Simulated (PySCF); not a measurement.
# SnTe (Fm-3m) in PySCF: convergence with k mesh

Aim: find how far k mesh must go before the results for SnTe settle, at r2SCAN. This setting moves, with any that are tied to it; all else stays.

Program: PySCF 2.14.0. These are calculated values, not measurements. Logs are shortened: lines on timing, memory, paths and dates and some standing lists are left out, and cuts for length are marked.

## Step 1: The crystal as given

It takes space group Fm-3m (No. 225, cubic). Conventional cell: a = 6.302 Å, b = 6.302 Å, c = 6.302 Å, α = 90.00°, β = 90.00°, γ = 90.00°. Around Te (site symmetry m-3m) lie 6 Sn at 3.15 Å. Sn (site symmetry m-3m) is surrounded by 6 Te at 3.15 Å.

## Step 2: With k mesh 2 × 2 × 2

Contents of run.py:

```python
import json
import numpy as np
from pyscf.pbc import gto, scf, dft, df

cell = gto.Cell()
cell.basis = {'Sn': 'DZVP-MOLOPT-SR-GTH-q4', 'Te': 'DZVP-MOLOPT-SR-GTH-q6'}
cell.pseudo = {'Sn': 'GTH-PBE-q4', 'Te': 'GTH-PBE-q6'}
cell.fromfile('SnTe.cif')
cell.ke_cutoff = 50  # hartree
cell.exp_to_discard = 0.02
cell.precision = 1e-08
cell.space_group_symmetry = True
cell.symmorphic = False
cell.max_memory = 2940  # MB
cell.verbose = 4
cell.build()

res = {}
kpts = cell.make_kpts([2, 2, 2], space_group_symmetry=True, time_reversal_symmetry=True)
cell.space_group_symmetry = False  # the mesh holds the operations; no search on the supercells of the integral code
mf = dft.KRKS(cell, kpts, xc='r2scan')
mf = mf.multigrid_numint()
mf = mf.smearing(sigma=0.00183747, method='fermi')  # hartree
mf.conv_tol = 1e-07
mf.max_cycle = 60

mf.kernel()
res.update(converged=bool(mf.converged), e_tot=mf.e_tot, nelec=cell.nelectron, nao=cell.nao, mesh=list(map(int, cell.mesh)), a=cell.lattice_vectors().tolist(), coords=cell.atom_coords().tolist(),
           mo_energy=[np.real(x).tolist() for x in mf.mo_energy], mo_occ=[np.real(x).tolist() for x in mf.mo_occ])
res.update(e_free=mf.e_free, e_zero=mf.e_zero)
res.update(kpts=kpts.kpts_scaled_ibz.tolist(), weights=kpts.weights_ibz.tolist())
res['parts'] = {k: float(np.real(v)) for k, v in mf.scf_summary.items() if np.isscalar(v)}
json.dump(res, open('results.json', 'w'))
if not mf.converged:
    raise SystemExit('SCF not converged')

print('levels (eV)')
for i, kp in enumerate(res['kpts'][:40]):
    print('k %7.4f %7.4f %7.4f  ' % tuple(kp), ' '.join('%.3f' % (x * 27.211386) for x in res['mo_energy'][i][:10]))

mf = mf.to_khf()  # unfold to the whole mesh
kpts = mf.kpts
# Mulliken populations
dm, s = np.asarray(mf.make_rdm1()), np.asarray(mf.get_ovlp())
sites = cell.aoslice_by_atom()[:, 2:]
tot = np.einsum('kij,kji->i', dm, s).real / len(kpts)
res['mulliken'] = [cell.atom_charge(i) - tot[a0:a1].sum() for i, (a0, a1) in enumerate(sites)]
print('Mulliken charges', np.round(res['mulliken'], 5))
res['meta_lowdin'] = mf.mulliken_meta()[1].tolist()
res['done'] = True
json.dump(res, open('results.json', 'w'))
```

Contents of SnTe.cif:

```cif
data_SnTe
_cell_length_a 4.45597480
_cell_length_b 4.45597480
_cell_length_c 4.45597480
_cell_angle_alpha 60.00000000
_cell_angle_beta 60.00000000
_cell_angle_gamma 60.00000000
_space_group_name_H-M_alt 'P1'
_space_group_name_Hall 'P 1'
_space_group_IT_number 1
loop_
_space_group_symop_operation_xyz
'x,y,z'
loop_
_atom_site_label
_atom_site_type_symbol
_atom_site_symmetry_multiplicity
_atom_site_Wyckoff_symbol
_atom_site_fract_x
_atom_site_fract_y
_atom_site_fract_z
_atom_site_occupancy
Te1 Te 1 a 0.5000000000 0.5000000000 0.5000000000 1
Sn1 Sn 1 a 0.0000000000 0.0000000000 0.0000000000 1
```

Potentials or basis: DZVP-MOLOPT-SR/GTH-PBE (potentials made for PBE).

On the command line:

```bash
$ OMP_NUM_THREADS=2 python -u run.py > log
```

Wall time 56 s (2 threads of Arm Neoverse N1, shared host); peak memory 0.72 GiB.

Results (log left out):

```yaml
Free_energy: -315.3518 eV
Band_gap_on_the_k_mesh: none (metal or under the smearing width)
Meta-löwdin_charges: Te -0.25; Sn +0.25 e
```

## Step 3: With k mesh 3 × 3 × 3

Edit run.py of step 2 so:

```diff
@@ -18,3 +18,3 @@
 res = {}
-kpts = cell.make_kpts([2, 2, 2], space_group_symmetry=True, time_reversal_symmetry=True)
+kpts = cell.make_kpts([3, 3, 3], space_group_symmetry=True, time_reversal_symmetry=True)
 cell.space_group_symmetry = False  # the mesh holds the operations; no search on the supercells of the integral code
```

SnTe.cif is that of step 2.

Potentials or basis: DZVP-MOLOPT-SR/GTH-PBE (potentials made for PBE).

On the command line:

```bash
$ OMP_NUM_THREADS=2 python -u run.py > log
```

Run time: 66 s. Hardware: 2 threads of Arm Neoverse N1, shared host; peak memory 1.2 GiB.

The run converged. Its results:

```yaml
Free_energy: -317.5115 eV
Meta-löwdin_charges: Te -0.13; Sn +0.13 e
```

## Step 4: With k mesh 4 × 4 × 4

Edit run.py of step 3 so:

```diff
@@ -18,3 +18,3 @@
 res = {}
-kpts = cell.make_kpts([3, 3, 3], space_group_symmetry=True, time_reversal_symmetry=True)
+kpts = cell.make_kpts([4, 4, 4], space_group_symmetry=True, time_reversal_symmetry=True)
 cell.space_group_symmetry = False  # the mesh holds the operations; no search on the supercells of the integral code
```

SnTe.cif is that of step 3.

On the command line:

```bash
$ OMP_NUM_THREADS=2 python -u run.py > log
```

Run time: 2.6 min. Hardware: 2 threads of Arm Neoverse N1, shared host; peak memory 2.6 GiB.

Results (log left out):

- Free energy: -317.4209 eV
- Band gap on the k mesh: 0.02 eV, direct
- Meta-löwdin charges: Te -0.13; Sn +0.13 e

## Step 5: With k mesh 5 × 5 × 5

Edit run.py of step 4 so:

```diff
@@ -18,3 +18,3 @@
 res = {}
-kpts = cell.make_kpts([4, 4, 4], space_group_symmetry=True, time_reversal_symmetry=True)
+kpts = cell.make_kpts([5, 5, 5], space_group_symmetry=True, time_reversal_symmetry=True)
 cell.space_group_symmetry = False  # the mesh holds the operations; no search on the supercells of the integral code
```

SnTe.cif is that of step 4.

Potentials or basis: DZVP-MOLOPT-SR/GTH-PBE (potentials made for PBE).

On the command line:

```bash
$ OMP_NUM_THREADS=2 python -u run.py > log
```

The program printed:

```text
Discarded 0 diffused primitive functions, 0 contracted functions
time reversal: False
k-points in IBZ                         weights
  0:  0.000000,  0.000000,  0.000000    1/125
  1:  0.600000,  0.600000,  0.000000    6/125
  2:  0.600000,  0.600000,  0.600000    8/125
  3:  0.800000,  0.400000,  0.400000    12/125
  4:  0.800000,  0.600000,  0.400000    24/125
  5:  0.800000,  0.800000,  0.000000    6/125
  6:  0.800000,  0.800000,  0.200000    24/125
  7:  0.800000,  0.800000,  0.400000    24/125
  8:  0.800000,  0.800000,  0.600000    12/125
  9:  0.800000,  0.800000,  0.800000    8/125

******** <class 'pyscf.pbc.scf.smearing.SmearingKsymAdaptedKRKS'> ********
method = SmearingKsymAdaptedKRKS
initial guess = minao
damping factor = 0
level_shift factor = 0
DIIS = <class 'pyscf.scf.diis.CDIIS'>
diis_start_cycle = 1
diis_space = 8
diis_damp = 0
SCF conv_tol = 1e-07
SCF conv_tol_grad = None
SCF max_cycles = 60
direct_scf = True
direct_scf_tol = 1e-13

******** PBC SCF flags ********
N kpts (BZ) = 125
N kpts (IBZ) = 10
Exchange divergence treatment (exxdiv) = ewald
    madelung (= occupied orbital energy shift) = 0.07700158771340158
    Total energy shift due to Ewald probe charge = -1/2 * Nelec*madelung = -0.385007938567
DF object = <pyscf.pbc.df.fft.FFTDF object>
XC functionals = r2scan
small_rho_cutoff = 0
Uniform grid, mesh = [29 29 29]
Set gradient conv threshold to 0.000316228
nelec by numeric integration = 9.999999999999996
init E= -11.5624901167859
    sigma = 0.00183747  Optimized mu = 0.249803328909  entropy = 0.000242419203876
nelec by numeric integration = 10.000000000000004
    Total E(T) = -11.6633936515006  Free energy = -11.6633940969387  E0 = -11.6633938742197
cycle= 1 E= -11.6633936515006  delta_E= -0.101  |g|= 0.168  |ddm|= 7.56
    sigma = 0.00183747  Optimized mu = 0.240664713811  entropy = 0.00283383407462
nelec by numeric integration = 10.000000000000004
    Total E(T) = -11.6631998294612  Free energy = -11.6632050365463  E0 = -11.6632024330037
cycle= 2 E= -11.6631998294612  delta_E= 0.000194  |g|= 0.167  |ddm|= 1.17
    sigma = 0.00183747  Optimized mu = 0.24097881988  entropy = 0.000792094638089
nelec by numeric integration = 10.000000000000004
    Total E(T) = -11.6654626725019  Free energy = -11.6654641279521  E0 = -11.665463400227
cycle= 3 E= -11.6654626725019  delta_E= -0.00226  |g|= 0.00515  |ddm|= 0.63
    sigma = 0.00183747  Optimized mu = 0.241187662837  entropy = 0.000825213148719
nelec by numeric integration = 10.000000000000004
    Total E(T) = -11.665465183165  Free energy = -11.6654666994694  E0 = -11.6654659413172
cycle= 4 E= -11.665465183165  delta_E= -2.51e-06  |g|= 0.000201  |ddm|= 0.0225
    sigma = 0.00183747  Optimized mu = 0.241172974564  entropy = 0.00082637202115
nelec by numeric integration = 10.000000000000007
    Total E(T) = -11.6654651839935  Free energy = -11.6654667024273  E0 = -11.6654659432104
cycle= 5 E= -11.6654651839935  delta_E= -8.29e-10  |g|= 9.66e-06  |ddm|= 0.000801
    sigma = 0.00183747  Optimized mu = 0.241173040765  entropy = 0.000826256421228
nelec by numeric integration = 10.000000000000004
    Total E(T) = -11.6654651842049  Free energy = -11.6654667024263  E0 = -11.6654659433156
Extra cycle  E= -11.6654651842049  delta_E= -2.11e-10  |g|= 9.89e-06  |ddm|= 6.9e-05
converged SCF energy = -11.6654651842049
levels (eV)
k  0.0000  0.0000  0.0000   -7.043 1.617 4.075 4.075 4.075 10.174 10.174 10.174 11.835 11.835
k  0.6000  0.6000  0.0000   -5.615 -0.633 1.396 2.509 2.509 9.200 11.630 11.630 12.105 15.754
k  0.6000  0.6000  0.6000   -5.887 -2.039 4.316 4.316 6.145 7.006 7.006 7.228 15.155 16.017
k  0.8000  0.4000  0.4000   -5.349 -1.198 0.736 2.711 3.189 10.073 10.201 11.107 12.878 17.463
k  0.8000  0.6000  0.4000   -5.434 -1.515 1.673 1.768 5.050 7.689 11.245 11.276 12.600 15.129
k  0.8000  0.8000  0.0000   -6.591 0.094 3.367 3.367 5.210 7.671 10.502 10.502 10.558 14.422
k  0.8000  0.8000  0.2000   -5.934 -1.284 2.998 3.177 3.991 8.992 9.365 9.859 11.266 17.063
k  0.8000  0.8000  0.4000   -5.541 -2.057 2.204 3.726 4.747 7.816 8.271 10.491 14.324 15.586
k  0.8000  0.8000  0.6000   -6.187 -1.081 2.580 4.552 6.075 7.104 7.144 10.720 13.170 13.461
k  0.8000  0.8000  0.8000   -6.701 -0.027 4.125 4.125 5.147 8.576 8.576 8.861 12.690 12.922
Mulliken charges [-0.20697  0.20697]
 ** Mulliken pop on meta-lowdin orthogonal AOs **
 ** Mulliken pop  **
pop of  0 Te 5s           1.83286
pop of  0 Te 6s           0.00055
pop of  0 Te 5px          1.42372
pop of  0 Te 5py          1.42372
pop of  0 Te 5pz          1.42372
pop of  0 Te 6px          0.00396
pop of  0 Te 6py          0.00396
pop of  0 Te 6pz          0.00396
pop of  0 Te 5dxy         0.00493
pop of  0 Te 5dyz         0.00644
pop of  0 Te 5dz^2        0.00342
pop of  0 Te 5dxz         0.00644
pop of  0 Te 5dx2-y2      0.00493
pop of  1 Sn 5s           1.87844
pop of  1 Sn 6s           0.00232
pop of  1 Sn 5px          0.64453
pop of  1 Sn 5py          0.64453
pop of  1 Sn 5pz          0.64453
pop of  1 Sn 6px          0.00187
pop of  1 Sn 6py          0.00187
pop of  1 Sn 6pz          0.00187
pop of  1 Sn 5dxy         0.00731
pop of  1 Sn 5dyz         0.00817
pop of  1 Sn 5dz^2        0.00645
pop of  1 Sn 5dxz         0.00817
pop of  1 Sn 5dx2-y2      0.00731
 ** Mulliken atomic charges  **
charge of    0Te =     -0.14262
charge of    1Sn =      0.14262
```

It took 5.4 min on 2 threads of Arm Neoverse N1, shared host; peak memory 2.7 GiB.

Results:

* Free energy: -317.4335 eV
* Meta-löwdin charges: Te -0.14; Sn +0.14 e

## Step 6: With k mesh 6 × 6 × 6

Edit run.py of step 5 so:

```diff
@@ -18,3 +18,3 @@
 res = {}
-kpts = cell.make_kpts([5, 5, 5], space_group_symmetry=True, time_reversal_symmetry=True)
+kpts = cell.make_kpts([6, 6, 6], space_group_symmetry=True, time_reversal_symmetry=True)
 cell.space_group_symmetry = False  # the mesh holds the operations; no search on the supercells of the integral code
```

SnTe.cif is that of step 5.

Potentials or basis: DZVP-MOLOPT-SR/GTH-PBE (potentials made for PBE).

On the command line:

```bash
$ OMP_NUM_THREADS=2 python -u run.py > log
```

Run time: 13 min. Hardware: 2 threads of Arm Neoverse N1, shared host.

The run was cut off at its time limit.

## Step 7: Result

| k mesh | energy less the tightest run, at zero smearing (meV/atom) | SCF cycles | CPU time (s) | peak memory (GiB) |
| --- | --- | --- | --- | --- |
| 2 × 2 × 2 | 1068.21 | 8 | 110 | 0.72 |
| 3 × 3 × 3 | -39.02 | 5 | 130 | 1.2 |
| 4 × 4 × 4 | 9.08 | 6 | 300 | 2.6 |
| 5 × 5 × 5 | 0.00 | 5 | 600 | 2.7 |
| 6 × 6 × 6 | timed out after 750 s | - | - | - |

Not settled before the last step: the energy (to 1 meV/atom). Meshes of other sizes hit other points, so gaps and Fermi surfaces needn't settle smoothly. The tightest run that finished is the yardstick and may itself not be fully converged.

Caveats: the basis of atomic orbitals isn't converged, which shifts pressures, moduli and gaps.
